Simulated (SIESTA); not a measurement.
# TePt under changes of volume

One of the cells (22.276 Å³/atom); the others are scaled copies at fixed shape and fractional positions:

```
CELL_PARAMETERS angstrom
4.26288 0.00000 0.00000
-2.13144 3.69176 0.00000
0.00000 0.00000 5.66177
ATOMIC_POSITIONS crystal
Pt 0.00000 0.00000 0.00000
Pt 0.00000 0.00000 0.50000
Te 0.33333 0.66667 0.25000
Te 0.66667 0.33333 0.75000
```

Measurements of this composition are mostly on another form, of space group No. 166.

```yaml
Program: SIESTA 5.4.2
Functional: LDA
Potentials_or_basis: PseudoDojo 0.4 standard (LDA files)
Basis: DZP (energy shift 0.003 Ry; two zetas on semicore shells)
Grid_cutoff: 800 Ry
Energy_shift: 0.003 Ry
k_mesh: 7 × 7 × 5
Occupations: fermi-dirac, width 0.05 eV
Spin: no spin polarisation
```

```csv
volume (Å³/atom),energy over the lowest point (meV/atom),pressure (GPa)
20.939,5.38,3.7
21.385,0.00,0.3
21.830,?,?
22.276,14.72,-5.3
22.721,32.70,-7.5
23.167,56.57,-9.5
23.612,85.65,-11.3
```

Q: What does the run at 21.830 Å³/atom give?

A: Energy over the lowest point 3.47 meV/atom; pressure -2.7 GPa.

Worked out: A Birch-Murnaghan fit of order 3 (a polynomial in V^(-2/3)) to the other rows has its minimum at 21.42 Å³/atom with B0 = V·E''(V) = 151 GPa and B' = 5.4 at fixed shape and positions, which overstates the stiffness. It gives 3.49 meV/atom at 21.830 Å³/atom, against the run's 3.47, and -dE/dV = -2.7 GPa, against -2.7.

Energies are extrapolated to zero smearing.

Caveats: short orbitals over semicore shells can move pressures by several GPa; the basis of atomic orbitals isn't converged, which shifts pressures, moduli and gaps.
